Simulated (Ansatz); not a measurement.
Deforming Li

```yaml
crystal:
  lattice:
    - [1.55050, 0.89518, 7.58830]
    - [-1.55050, 0.89518, 7.58830]
    - [0.00000, -1.79036, 7.58830]
  atoms:
    - { symbol: Li, position: [0.00000, 0.00000, 0.00000] }
    - { symbol: Li, position: [0.22200, 0.22200, 0.22200] }
    - { symbol: Li, position: [0.77800, 0.77800, 0.77800] }
```

Atoms are numbered in the order listed.

Conventional cell: a = 3.101 Å, b = 3.101 Å, c = 22.765 Å, α = 90.00°, β = 90.00°, γ = 120.00°. Li (atom 1) is surrounded by 12 Li at 3.10 Å. Li (atom 2) has 12 Li at 3.09 to 3.10 Å as nearest neighbours.

The cell is a measured one (Crystallography Open Database entry 9017802); the temperature and pressure of the measurement aren't taken into account, and nothing was relaxed.

All numbers below come from DFT, PBE, all-electron LAPW, scalar-relativistic (Ansatz 0.2.0).

Numerical set-up: a Γ-centred 12×12×12 k mesh, Fermi–Dirac smearing of 0.05 eV, basis error target 1 meV/atom, no spin polarisation.

The unchanged cell is at -0.52 GPa.

In a metal, stresses and small energies carry noise from the k mesh.

x, y and z are the Cartesian axes of the cell as listed; fractional coordinates follow a strain, and an engineering shear is twice the off-diagonal strain component.

Problem. One change gave: energy change under 1 meV/atom; stress change (xx, yy, zz, yz, xz, xy) 0.00, -0.03, 0.04, 0.10, 0.13, 0.20 GPa, compression positive. Which change was it?
A. equal xy, yz and zx engineering shear strains of -1 %
B. equal xy, yz and zx engineering shear strains of +2 %
C. equal xy, yz and zx engineering shear strains of -3 %
D. equal xy, yz and zx engineering shear strains of +3 %
E. equal xy, yz and zx engineering shear strains of +1 %
F. equal xy, yz and zx engineering shear strains of -2 %

Solution. F. For equal xy, yz and zx engineering shear strains of +1 %: energy change under 1 meV/atom; stress change (xx, yy, zz, yz, xz, xy) -0.02, 0.01, 0.01, -0.05, -0.06, -0.10 GPa, compression positive. For equal xy, yz and zx engineering shear strains of +3 %: energy change +1 meV/atom; stress change (xx, yy, zz, yz, xz, xy) -0.09, 0.04, 0.09, -0.15, -0.19, -0.30 GPa, compression positive; change of the force on Li2 (0.011, 0.000, -0.001) eV/Å. For equal xy, yz and zx engineering shear strains of -3 %: energy change +1 meV/atom; stress change (xx, yy, zz, yz, xz, xy) -0.01, -0.04, 0.09, 0.14, 0.19, 0.29 GPa, compression positive; change of the force on Li2 (-0.014, 0.001, -0.001) eV/Å. For equal xy, yz and zx engineering shear strains of -1 %: energy change under 1 meV/atom; stress change (xx, yy, zz, yz, xz, xy) 0.01, -0.01, 0.01, 0.06, 0.07, 0.10 GPa, compression positive. For equal xy, yz and zx engineering shear strains of +2 %: energy change under 1 meV/atom; stress change (xx, yy, zz, yz, xz, xy) -0.05, 0.02, 0.04, -0.10, -0.12, -0.19 GPa, compression positive.
